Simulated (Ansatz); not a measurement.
## TiB2: the change of pressure and energy less free atoms with volume scale

Periodic Kohn-Sham DFT of a crystal at fixed atoms, scaled to volume_scale times the given cell; pressure positive in compression, energy less spherical unpolarised free atoms, largest_vzz the field gradient of largest size among the nuclei. The results are calculated, by Ansatz 0.2.0.

The cell before it is scaled or strained (space group P6/mmm, No. 191):
```
CELL_PARAMETERS angstrom
3.02920 0.00000 0.00000
-1.51460 2.62340 0.00000
0.00000 0.00000 3.22840
ATOMIC_POSITIONS crystal
Ti 0.00000 0.00000 0.00000
B 0.33333 0.66667 0.50000
B 0.66667 0.33333 0.50000
```

Settings of every row: method all-electron LAPW; functional PBE; relativity scalar; k mesh 15x15x13; filling fermi-dirac; smearing width 0.08 eV; basis error target 1 meV/atom; nucleus gaussian.

Atom start moment: 0 on all atoms.

```
row  volume scale  V (Å³/atom)  pressure (GPa)  energy less free atoms (eV/atom)
  1          0.94        8.039          18.087                           -7.7454
  2          0.96         8.21               ?                                 ?
  3          0.98        8.381           5.632                           -7.7703
  4          0.99        8.466           2.879                           -7.7726
  5             1        8.552           0.256                           -7.7734
  6          1.01        8.637          -2.243                           -7.7729
  7          1.02        8.723          -4.619                            -7.771
  8          1.04        8.894          -9.048                           -7.7637
  9          1.06        9.065          -13.07                           -7.7518
```

Question: what pressure and energy less free atoms should row 2 give?

Worked fit of pressure. Take u = (V_r/V)^(2/3) − 1 with V_r = 8.5945 Å³ an atom, which is twice the finite (Eulerian) strain; such expansions in the strain, on which the Birch-Murnaghan equation of state is built, carry the rest volume and the bulk modulus. The shown rows have u = 0.04555, 0.01691, 0.01009, 0.00331, -0.00328, -0.00985, -0.02258, -0.03491. Least squares give pressure = −1.0076 + 377.288 × u + 918.27 × u² GPa; a straight line predicts inner rows, each left out in turn, worse (root mean square 0.48 against 0.013 GPa). The rows lie off it by 0.004, -0.003, -0.014, 0.005, -0.008, 0.016, 0.011, -0.010 (root mean square 0.0099 GPa). The pressure vanishes at u = 0.0027, or V = 8.56 Å³ an atom, and there the bulk modulus at fixed shape and fractions is B = −V dP/dV = (2/3)(1 + u) dP/du = 255 GPa. Letting shape and atoms relax would as a rule lower it, by much in layered, chain or molecular crystals. The withheld row has u = 0.03098, so the fit gives −1.0076 + 377.288 × (0.03098) + 918.27 × (0.03098)² = 11.562 GPa.

The calculation gave 11.559 GPa. The fit lies 0.003 GPa (0.0096 % of the column's range) above it; its largest miss of a shown row is 0.016 GPa.

Worked fit of energy less free atoms. Take u = (V_r/V)^(2/3) − 1 with V_r = 8.5945 Å³ an atom, which is twice the finite (Eulerian) strain; such expansions in the strain, on which the Birch-Murnaghan equation of state is built, carry the rest volume and the bulk modulus. The shown rows have u = 0.04555, 0.01691, 0.01009, 0.00331, -0.00328, -0.00985, -0.02258, -0.03491. Least squares give energy less free atoms = −7.77331 − 0.0825 × u + 15.266 × u² eV/atom; a straight line predicts inner rows, each left out in turn, worse (root mean square 0.0079 against 3.4e-05 eV/atom). All shown rows lie on it to the printed digit. Its lowest point lies at u = 0.0027, or V = 8.56 Å³ an atom, and the curvature there gives the bulk modulus at fixed shape and fractions, B = (4/9)(1 + u)² E″(u)/V = 255 GPa. Letting shape and atoms relax would as a rule lower it, by much in layered, chain or molecular crystals. The withheld row has u = 0.03098, so the fit gives −7.77331 − 0.0825 × (0.03098) + 15.266 × (0.03098)² = -7.7612 eV/atom.

The calculation gave -7.7612 eV/atom. The fit meets it to the printed digit.
